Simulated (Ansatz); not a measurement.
**armchair graphene nanoribbon (N = 7, H edges): bands by functional and under strain**

Aim: is the armchair graphene nanoribbon (N = 7, H edges) a metal or a semiconductor?

The experiment to be reproduced. Scanning tunnelling spectroscopy of long 7-armchair ribbons on Au(111) gives a gap of 2.3 eV (Talirz et al., ChemPhysChem (2019), arXiv:1910.01385).

Calculated with Ansatz 0.2.0; DFT PBE, plane waves, PAW; relaxation of a wire's period, in the first sound run; inputs show where later runs differ.

### Step 1. Set-up

The cell holds 18 atoms: 14 C and 4 H. Its edges and angles: a = 16.232 Å, b = 7.000 Å, c = 4.260 Å, α = 90.0°, β = 90.0°, γ = 90.0°. Vacuum lies along a and b. The structure's axis is c.

### Step 2. Relaxing the period

Band widths follow the bond lengths, so the wire is relaxed first. The atoms and the third cell vector are free; the box across stays fixed as vacuum. A Fermi-Dirac smearing is set since the result may be a metal. The pressure printed is a third of the stress's trace over the whole box, vacuum included; only the stress along the axis is relaxed.

input.yaml

```yaml
crystal:
  lattice:
    - [16.232, 0.0, 0.0]
    - [0.0, 7.0, 0.0]
    - [0.0, 0.0, 4.26]
  atoms:
    - { symbol: C, position: [0.272711137, 0.5, 0.0] }
    - { symbol: C, position: [0.424233571, 0.5, 0.0] }
    - { symbol: C, position: [0.575756005, 0.5, 0.0] }
    - { symbol: C, position: [0.727278439, 0.5, 0.0] }
    - { symbol: C, position: [0.272711137, 0.5, 0.333333333] }
    - { symbol: C, position: [0.424233571, 0.5, 0.333333333] }
    - { symbol: C, position: [0.575756005, 0.5, 0.333333333] }
    - { symbol: C, position: [0.727278439, 0.5, 0.333333333] }
    - { symbol: H, position: [0.21562346, 0.5, 0.458920188] }
    - { symbol: H, position: [0.784366117, 0.5, 0.458920188] }
    - { symbol: C, position: [0.348472354, 0.5, 0.5] }
    - { symbol: C, position: [0.499994788, 0.5, 0.5] }
    - { symbol: C, position: [0.651517222, 0.5, 0.5] }
    - { symbol: C, position: [0.348472354, 0.5, 0.833333333] }
    - { symbol: C, position: [0.499994788, 0.5, 0.833333333] }
    - { symbol: C, position: [0.651517222, 0.5, 0.833333333] }
    - { symbol: H, position: [0.21562346, 0.5, 0.874413146] }
    - { symbol: H, position: [0.784366117, 0.5, 0.874413146] }
kpoints:
  mp_grid: { grid: [1, 1, 19] }
scf:
  occupations: { method: fermi_dirac, width: 0.05 }
hamiltonian:
  xc: pbe
relax:
  cell: { fix: [a, b, alpha, beta, gamma] }
  max_steps: 60
```

Launch:

```console
$ ansatz run input.yaml --threads 8 --pin off --max-ram 16384MiB --backend cpu --events-out ev --progress --plain --runs-dir out
```

Numbers of over 12 decimals in the logs are rounded to 6 here.

The program printed:

```text
Engine: ansatz 0.2.0, aarch64-unknown-linux-gnu
Pseudopotentials: kind: paw
Pseudopotential: C, paw, valence charge 4, recommended cutoff 420 eV (normal), C.paw.azcp
Pseudopotential: H, paw, valence charge 1, recommended cutoff 420 eV (normal), H.paw.azcp
Functional definition: PBE
  parameter kappa = 0.804
  parameter beta = 0.066725
  exchange = pbe_x(kappa = kappa, mu = beta*pi^2/3)
  correlation = pbe_c(beta = beta)
Crystal: 18 atoms, lattice volume = 484.038 Å³
Basis set: ecut = 420 eV, 9487 PW (Γ), exchange–correlation on 240×96×60 points (8 copies of the dense FFT grid, shifted against one another)
Bands: 48, of which v1, the nominal top of the filled ones, is band 30 counted from 1 (29 counted from 0)
Symmetry: 8 space group operations
Space group: Pmmm (ITA 47), of the structure as read, at distance tolerance 7.9e-5 Å
k-points: 10 of 19
Non-local potential: C, projectors of the file, l = 0: 2, l = 1: 2, l = 2: 1
Non-local potential: H, projectors of the file, l = 0: 2, l = 1: 1
PAW form: soft (Blöchl's): semilocal exchange-correlation on the pseudo side does not see the compensation charge
PAW one-centre angular grid: C, 110 points (default); XC on 64 Gauss nodes
PAW one-centre angular grid: H, 110 points (default); XC on 64 Gauss nodes
Initial density: superposition of atomic densities (neutral atoms: chi_scale 0, normalization atom), corrected by the library's trained network
Initial wavefunctions: pseudopotential atomic-orbital guess
Functional: x = pbe(κ = 0.804, μ = 0.219515), c = pbe(β = 0.066725)
SCF iter   1: F=—  HF=-3576.224013 eV  |F-HF|=—  |Δ(HF+E_count)|=         —  Δρ=2.51e-3  dr2=1.14e-1  ethr=1.77e-3  ⟨swp⟩=8.6  Hψ=2666  notcnv=0  defer=90
preconditioner: auto → Resta (q_TF=auto, 1.927 Å⁻¹)  ε∞=1.9  [insulator: Δε(μ)=1.483 eV  Ē_g=14.134 eV  σ=0.050 eV  W_gap=1.00  n_scr=66 (ndim 8)  ℏωp=13.1 eV  f_vac=0.631  D(μ)=0.00/eV (n_scr^D=0)  ε∞_Penn≈1.9  vacuum switching on, ρ_ref=1.4e-2 e/Å³]
SCF iter   2: F=—  HF=-3576.205329 eV  |F-HF|=—  |Δ(HF+E_count)|=   1.87e-2  Δρ=2.06e-3  dr2=3.91e-2  ethr=1.90e-4  ⟨swp⟩=2.4  Hψ=781  notcnv=0  defer=109
SCF iter   3: F=—  HF=-3576.199002 eV  |F-HF|=—  |Δ(HF+E_count)|=   6.33e-3  Δρ=9.06e-4  dr2=4.69e-3  ethr=6.51e-5  ⟨swp⟩=2.0  Hψ=631  notcnv=0  defer=109
SCF iter   4: F=—  HF=-3576.199479 eV  |F-HF|=—  |Δ(HF+E_count)|=   4.77e-4  Δρ=2.94e-4  dr2=4.41e-4  ethr=7.82e-6  ⟨swp⟩=2.7  Hψ=712  notcnv=0  defer=109
SCF iter   5: F=—  HF=-3576.199822 eV  |F-HF|=—  |Δ(HF+E_count)|=   3.43e-4  Δρ=8.18e-5  dr2=2.83e-5  ethr=7.35e-7  ⟨swp⟩=2.0  Hψ=678  notcnv=0  defer=109
SCF iter   6: F=—  HF=-3576.199915 eV  |F-HF|=—  |Δ(HF+E_count)|=   9.25e-5  Δρ=2.42e-5  dr2=2.10e-6  ethr=4.72e-8  ⟨swp⟩=2.0  Hψ=768  notcnv=0  defer=109
SCF iter   7: F=-3576.199915 eV  HF=-3576.199915 eV  |F-HF|=1.32e-7  |Δ(HF+E_count)|=   5.19e-7  Δρ=5.14e-6  dr2=8.92e-8  ethr=1.67e-10  ⟨swp⟩=3.5  Hψ=1817  notcnv=0
SCF 1 converged in 7 iterations: F = -3576.199915 eV  dr2 = 8.92e-8
  greatest PAW one-centre occupation: 0.674 electrons in one spin orbital (limit 2), on the C atom at site 6 (counted from 0), in its partial waves of l = 0
relax step   1: F+E_penalty+E_count = -3576.19991546 eV  Δ(F+E_penalty+E_count) = +0.000e0 eV  max|allowed force component| = 2.461e0 eV/Å  Δτ_max = 0.0000 Å  P = +0.466 GPa  Ω = 484.038 Å³  fix = [a, b, alpha, beta, gamma]  reactions: a +0.483, b +0.101 GPa  (7 SCF iters, dr2 threshold 1.00e-7 eV, accepted)
Crystal: 18 atoms, lattice volume = 487.941 Å³
Basis set: ecut = 420 eV, 9563 PW (Γ), exchange–correlation on 240×96×60 points (8 copies of the dense FFT grid, shifted against one another)
Initial density: handed on by an earlier stage of this run
Initial wavefunctions: those handed on with the density
iter 1 solved again at ethr=1.38e-4 eV; its pass at ethr=3.10e-3 eV (dr2=8.30e-2 eV) is discarded
SCF iter   1: F=—  HF=-3576.423728 eV  |F-HF|=—  |Δ(HF+E_count)|=         —  Δρ=4.88e-3  dr2=8.76e-2  ethr=1.38e-4  ⟨swp⟩=5.1  Hψ=2053  notcnv=0
preconditioner: auto → Resta (q_TF=auto, 1.924 Å⁻¹)  ε∞=1.9  [insulator: Δε(μ)=1.531 eV  Ē_g=13.807 eV  σ=0.050 eV  W_gap=1.00  n_scr=66 (ndim 8)  ℏωp=13.0 eV  f_vac=0.636  D(μ)=0.00/eV (n_scr^D=0)  ε∞_Penn≈1.9  vacuum switching on, ρ_ref=1.4e-2 e/Å³]
SCF iter   2: F=—  HF=-3576.403808 eV  |F-HF|=—  |Δ(HF+E_count)|=   1.99e-2  Δρ=2.06e-3  dr2=1.45e-2  ethr=1.38e-4  ⟨swp⟩=2.1  Hψ=873  notcnv=0
SCF iter   3: F=—  HF=-3576.402610 eV  |F-HF|=—  |Δ(HF+E_count)|=   1.20e-3  Δρ=9.36e-4  dr2=4.33e-3  ethr=2.41e-5  ⟨swp⟩=2.2  Hψ=758  notcnv=0
SCF iter   4: F=—  HF=-3576.402202 eV  |F-HF|=—  |Δ(HF+E_count)|=   4.08e-4  Δρ=3.11e-4  dr2=3.64e-4  ethr=7.22e-6  ⟨swp⟩=2.3  Hψ=687  notcnv=0
SCF iter   5: F=—  HF=-3576.402300 eV  |F-HF|=—  |Δ(HF+E_count)|=   9.81e-5  Δρ=9.34e-5  dr2=2.88e-5  ethr=6.06e-7  ⟨swp⟩=2.0  Hψ=667  notcnv=0
SCF iter   6: F=-3576.402308 eV  HF=-3576.402307 eV  |F-HF|=6.70e-7  |Δ(HF+E_count)|=   7.05e-6  Δρ=1.99e-5  dr2=1.41e-6  ethr=3.00e-9  ⟨swp⟩=3.6  Hψ=1921  notcnv=0
SCF 2 converged in 6 iterations: F = -3576.402308 eV  dr2 = 1.41e-6
  greatest PAW one-centre occupation: 0.676 electrons in one spin orbital (limit 2), on the C atom at site 7 (counted from 0), in its partial waves of l = 0
relax step   2: F+E_penalty+E_count = -3576.40230768 eV  Δ(F+E_penalty+E_count) = -2.024e-1 eV  max|allowed force component| = 7.561e-1 eV/Å  Δτ_max = 0.0478 Å  P = +0.131 GPa  Ω = 487.941 Å³  energy of the carried Pulay correction = -3.796e-3 eV  fix = [a, b, alpha, beta, gamma]  reactions: a +0.355, b +0.092 GPa  (6 SCF iters, dr2 threshold 1.80e-6 eV, accepted)
Crystal: 18 atoms, lattice volume = 488.432 Å³
Basis set: ecut = 420 eV, 9567 PW (Γ), exchange–correlation on 240×96×60 points (8 copies of the dense FFT grid, shifted against one another)
iter 1 solved again at ethr=1.83e-5 eV; its pass at ethr=3.10e-3 eV (dr2=1.10e-2 eV) is discarded
SCF iter   1: F=—  HF=-3576.422228 eV  |F-HF|=—  |Δ(HF+E_count)|=         —  Δρ=1.77e-3  dr2=1.14e-2  ethr=1.83e-5  ⟨swp⟩=2.9  Hψ=1871  notcnv=0
preconditioner: auto → Resta (q_TF=auto, 1.924 Å⁻¹)  ε∞=1.9  [insulator: Δε(μ)=1.587 eV  Ē_g=13.809 eV  σ=0.050 eV  W_gap=1.00  n_scr=66 (ndim 8)  ℏωp=13.0 eV  f_vac=0.635  D(μ)=0.00/eV (n_scr^D=0)  ε∞_Penn≈1.9  vacuum switching on, ρ_ref=1.4e-2 e/Å³]
SCF iter   2: F=—  HF=-3576.419414 eV  |F-HF|=—  |Δ(HF+E_count)|=   2.81e-3  Δρ=7.48e-4  dr2=2.14e-3  ethr=1.83e-5  ⟨swp⟩=2.0  Hψ=681  notcnv=0
SCF iter   3: F=—  HF=-3576.419141 eV  |F-HF|=—  |Δ(HF+E_count)|=   2.72e-4  Δρ=3.63e-4  dr2=6.84e-4  ethr=3.56e-6  ⟨swp⟩=2.0  Hψ=670  notcnv=0
SCF iter   4: F=—  HF=-3576.419134 eV  |F-HF|=—  |Δ(HF+E_count)|=   7.24e-6  Δρ=9.03e-5  dr2=2.75e-5  ethr=1.14e-6  ⟨swp⟩=2.2  Hψ=660  notcnv=0
SCF iter   5: F=—  HF=-3576.419137 eV  |F-HF|=—  |Δ(HF+E_count)|=   2.42e-6  Δρ=2.79e-5  dr2=3.28e-6  ethr=4.58e-8  ⟨swp⟩=2.1  Hψ=739  notcnv=0
SCF iter   6: F=-3576.419137 eV  HF=-3576.419137 eV  |F-HF|=4.34e-8  |Δ(HF+E_count)|=   2.40e-7  Δρ=7.12e-6  dr2=1.65e-7  ethr=3.00e-9  ⟨swp⟩=5.0  Hψ=1535  notcnv=0
SCF 3 converged in 6 iterations: F = -3576.419137 eV  dr2 = 1.65e-7
  greatest PAW one-centre occupation: 0.678 electrons in one spin orbital (limit 2), on the C atom at site 7 (counted from 0), in its partial waves of l = 0
relax step   3: F+E_penalty+E_count = -3576.41913694 eV  Δ(F+E_penalty+E_count) = -1.683e-2 eV  max|allowed force component| = 5.947e-2 eV/Å  Δτ_max = 0.0148 Å  P = +0.068 GPa  Ω = 488.432 Å³  energy of the carried Pulay correction = -4.272e-3 eV  fix = [a, b, alpha, beta, gamma]  reactions: a -0.023, b +0.090 GPa  (6 SCF iters, dr2 threshold 1.80e-6 eV, accepted)
[...]
relax step   4: F+E_penalty+E_count = -3576.41926854 eV  Δ(F+E_penalty+E_count) = -1.316e-4 eV  max|allowed force component| = 1.198e-2 eV/Å  Δτ_max = 0.0021 Å  P = +0.026 GPa  Ω = 488.586 Å³  energy of the carried Pulay correction = -4.421e-3 eV  fix = [a, b, alpha, beta, gamma]  reactions: a -0.008, b +0.090 GPa  (5 SCF iters, dr2 threshold 2.21e-7 eV, accepted)
[...]
relax step   5: F+E_penalty+E_count = -3576.41929011 eV  Δ(F+E_penalty+E_count) = -2.157e-5 eV  max|allowed force component| = 1.766e-2 eV/Å  Δτ_max = 0.0023 Å  P = +0.042 GPa  Ω = 488.547 Å³  energy of the carried Pulay correction = -4.383e-3 eV  fix = [a, b, alpha, beta, gamma]  (6 SCF iters, dr2 threshold 8.97e-9 eV, rejected (line search))
[...]
relax step   6: F+E_penalty+E_count = -3576.41931173 eV  Δ(F+E_penalty+E_count) = -4.319e-5 eV  max|allowed force component| = 1.088e-3 eV/Å  Δτ_max = 0.0009 Å  P = +0.031 GPa  Ω = 488.563 Å³  energy of the carried Pulay correction = -4.399e-3 eV  fix = [a, b, alpha, beta, gamma]  reactions: a +0.000, b +0.090 GPa  (7 SCF iters, accepted)
Initial wavefunctions: pseudopotential atomic-orbital guess (no wavefunctions were taken with the density)
iter 1 solved again at ethr=3.58e-7 eV; its pass at ethr=3.10e-3 eV (dr2=2.15e-4 eV) is discarded
SCF iter   1: F=—  HF=-3576.423051 eV  |F-HF|=—  |Δ(HF+E_count)|=         —  Δρ=5.28e-5  dr2=1.01e-6  ethr=3.58e-7  ⟨swp⟩=10.8  Hψ=5361  notcnv=0  defer=1
preconditioner: auto → Resta (q_TF=auto, 1.924 Å⁻¹)  ε∞=1.9  [insulator: Δε(μ)=1.572 eV  Ē_g=13.816 eV  σ=0.050 eV  W_gap=1.00  n_scr=66 (ndim 8)  ℏωp=13.0 eV  f_vac=0.635  D(μ)=0.00/eV (n_scr^D=0)  ε∞_Penn≈1.9  vacuum switching on, ρ_ref=1.4e-2 e/Å³]
SCF iter   2: F=—  HF=-3576.423660 eV  |F-HF|=—  |Δ(HF+E_count)|=   6.09e-4  Δρ=2.68e-5  dr2=2.54e-7  ethr=1.69e-9  ⟨swp⟩=3.0  Hψ=894  notcnv=0  defer=2
SCF iter   3: F=—  HF=-3576.423927 eV  |F-HF|=—  |Δ(HF+E_count)|=   2.67e-4  Δρ=3.43e-6  dr2=3.49e-8  ethr=4.23e-10  ⟨swp⟩=2.2  Hψ=796  notcnv=0  defer=2
SCF iter   4: F=—  HF=-3576.423933 eV  |F-HF|=—  |Δ(HF+E_count)|=   5.54e-6  Δρ=8.57e-7  dr2=7.09e-9  ethr=5.81e-11  ⟨swp⟩=2.1  Hψ=654  notcnv=0  defer=2
SCF iter   5: F=—  HF=-3576.423933 eV  |F-HF|=—  |Δ(HF+E_count)|=   2.70e-8  Δρ=5.10e-7  dr2=9.23e-10  ethr=1.18e-11  ⟨swp⟩=2.0  Hψ=575  notcnv=0  defer=2
SCF iter   6: F=-3576.423933 eV  HF=-3576.423933 eV  |F-HF|=4.46e-11  |Δ(HF+E_count)|=   6.18e-9  Δρ=1.44e-7  dr2=9.25e-11  ethr=1.00e-12  ⟨swp⟩=5.0  Hψ=1633  notcnv=0
SCF 7 converged in 6 iterations: F = -3576.423933 eV  dr2 = 9.25e-11
  greatest PAW one-centre occupation: 0.677 electrons in one spin orbital (limit 2), on the C atom at site 4 (counted from 0), in its partial waves of l = 0
relax step   7: F+E_penalty+E_count = -3576.42393289 eV  Δ(F+E_penalty+E_count) = -4.621e-3 eV  max|allowed force component| = 7.580e-4 eV/Å  Δτ_max = 0.0000 Å  P = +0.042 GPa  Ω = 488.563 Å³  fix = [a, b, alpha, beta, gamma]  reactions: a -0.002, b +0.111 GPa  stress off target by 1.68e-2 GPa on what of the cell is left free  SCF on the basis re-selected at this cell (its energy is not comparable with the rows above)  (6 SCF iters)
basis re-selected at this cell: Δ(F+E_penalty+E_count) = -4.621e-3 eV, ΔP = +0.011 GPa vs the last step (what re-selecting the basis moved, of the pressure what is left beyond the Pulay correction that the steps carried, after the strain that the cell walked since its last selection, with what the two solves' SCF thresholds leave and, on support functions, any second-order correction that the steps lacked; it is no m [...]
SCF converged after 6 iterations
Free energy (F): -3576.423933 eV
Harris-Foulkes:  -3576.423933 eV  (|F-HF|=4.46e-11)
Internal energy: -3576.423933 eV  (E = F + TS)
E sigma→0 (E₀):  -3576.423933 eV
Entropy (-TS):   -0.000000 eV (-0.000 meV/atom)
Fermi energy:    -0.951114 eV
--- Per-component energies (eV) ---
  E_band       = -588.751826
  E_kinetic    = 1323.774147
  E_local      = -11632.444571  (includes V_loc(G=0)·N_el)
  E_nonlocal   = 389.269065
  E_hartree    = 5152.218208
  E_xc         = -706.310590
  E_vxc        = -875.886968  (∫ρ·V_xc dr)
  E_paw        = -1392.964598  (= ΣΔE_a)
  E_vpaw       = -97.894538  (= ΣTr[D̂ρ^β])
  E_aug_tail   = -0.005464  (compensation charges beyond the density's cutoff)
  E_ewald      = 3290.039871
  E_smearing   = -0.000000  (= −TS)
  E_closure    = 0.000000  (closes the sum)
  Σ components = -3576.423933   (vs F -3576.423933, Δ=0.00e0)
--- Forces (eV/Å), atoms counted from 1 ---
  atom   1  C     -0.00054359     0.00000000    -0.00023551
  atom   2  C      0.00018794     0.00000000    -0.00075802
  atom   3  C     -0.00018794    -0.00000000    -0.00075802
  atom   4  C      0.00054359    -0.00000000    -0.00023551
  atom   5  C     -0.00054359     0.00000000     0.00023551
  atom   6  C      0.00018794     0.00000000     0.00075802
  atom   7  C     -0.00018794    -0.00000000     0.00075802
  atom   8  C      0.00054359    -0.00000000     0.00023551
  atom   9  H      0.00035685     0.00000000     0.00001460
  atom  10  H     -0.00035685    -0.00000000     0.00001460
  atom  11  C      0.00034399     0.00000000    -0.00020586
  atom  12  C     -0.00000000     0.00000000     0.00036841
  atom  13  C     -0.00034399     0.00000000    -0.00020586
  atom  14  C      0.00034399    -0.00000000     0.00020586
  atom  15  C      0.00000000    -0.00000000    -0.00036841
  atom  16  C     -0.00034399    -0.00000000     0.00020586
  atom  17  H      0.00035685     0.00000000    -0.00001460
  atom  18  H     -0.00035685    -0.00000000    -0.00001460
  max |Σ_I F_I| component: 1.12e-19 eV/Å
--- Stress (GPa, compression-positive) ---
       -0.002150       0.000000      -0.000000
        0.000000       0.111120       0.000000
       -0.000000       0.000000       0.016807
  P = ⅓ Tr σ = 0.0419 GPa (0.419 kbar)
--- Relaxed structure (6 steps of the walk, 5 accepted, 1 SCFs on fresh bases) ---
  F+E_penalty+E_count = -3576.42393289 eV   max|allowed force component| = 7.580e-4 eV/Å   (the final SCF, on the basis selected at the relaxed cell)
  cell:  # Å, volume = 488.5629 Å³
    - [16.232, 0.0, 0.0]
    - [0.0, 7.0, 0.0]
    - [0.0, 0.0, 4.299822]
  atoms:
    - { symbol: C, position: [0.273844, 0.5, 0.00736702] }
    - { symbol: C, position: [0.423836, 0.5, -0.000256688] }
    - { symbol: C, position: [0.576164, 0.5, -0.000256688] }
    - { symbol: C, position: [0.726156, 0.5, 0.00736702] }
    - { symbol: C, position: [0.273844, 0.5, 0.325966] }
    - { symbol: C, position: [0.423836, 0.5, 0.333590] }
    - { symbol: C, position: [0.576164, 0.5, 0.333590] }
    - { symbol: C, position: [0.726156, 0.5, 0.325966] }
    - { symbol: H, position: [0.214811, 0.5, 0.445613] }
    - { symbol: H, position: [0.785189, 0.5, 0.445613] }
    - { symbol: C, position: [0.348110, 0.5, 0.499145] }
    - { symbol: C, position: [0.500000, 0.5, 0.501347] }
    - { symbol: C, position: [0.651890, 0.5, 0.499145] }
    - { symbol: C, position: [0.348110, 0.5, 0.834188] }
    - { symbol: C, position: [0.500000, 0.5, 0.831986] }
    - { symbol: C, position: [0.651890, 0.5, 0.834188] }
    - { symbol: H, position: [0.214811, 0.5, 0.887720] }
    - { symbol: H, position: [0.785189, 0.5, 0.887720] }
```

The job ended after 22 s (8 threads of Arm Neoverse N1, shared host; peak memory 1.4 GiB).

The steps of the relaxation:

```csv
step,energy less that of the first step (eV),largest force component (eV/Å),pressure (GPa),volume (Å³)
1,0.0000,2.4610,0.47,484.04
2,-0.2024,0.7561,0.13,487.94
3,-0.2192,0.0595,0.07,488.43
4,-0.2194,0.0120,0.03,488.59
5,-0.2194,0.0177,0.04,488.55
6,-0.2194,0.0011,0.03,488.56
7*,-0.2240,0.0008,0.04,488.56
```

Relaxation steps marked * repeat the geometry before them on a plane-wave basis chosen anew for their cell, so energy and pressure can jump there. Relaxation step 5 was tried and not accepted.

Forces are held to the 8 operations that the run works with; a distortion that breaks them can't arise in this run.

| cell as run | before | after | change |
| --- | --- | --- | --- |
| c (Å) | 4.260 | 4.300 | +0.9 % |

The atoms that moved most (Å, along periodic axes as changes of fractional coordinates times the final cell, across vacuum about the mean position):

| atom | dx | dy | dz | length |
| --- | --- | --- | --- | --- |
| H9 | -0.013 | 0.000 | -0.057 | 0.059 |
| H10 | 0.013 | 0.000 | -0.057 | 0.059 |
| H17 | -0.013 | 0.000 | 0.057 | 0.059 |
| H18 | 0.013 | 0.000 | 0.057 | 0.059 |
| C1 | 0.018 | 0.000 | 0.032 | 0.037 |
| C5 | 0.018 | 0.000 | -0.032 | 0.037 |
| C4 | -0.018 | 0.000 | 0.032 | 0.037 |
| C8 | -0.018 | 0.000 | -0.032 | 0.037 |

Numbers from this step:

| Item | Value |
| --- | --- |
| cell length along the wire | 4.300 Å |

The cell's length comes to 4.300 Å with spin left out.

[end of part 1 of 3]

[Logs are printed without paths, hosts, clocks, repeated set-up lines and the standing remarks that a program may print on its own settings, such as how far it seeks lower states.]

[Hosts, paths, dates, database ids (printed as entryN), source tags and the programs' standing remarks are cut or masked in the printed files.]
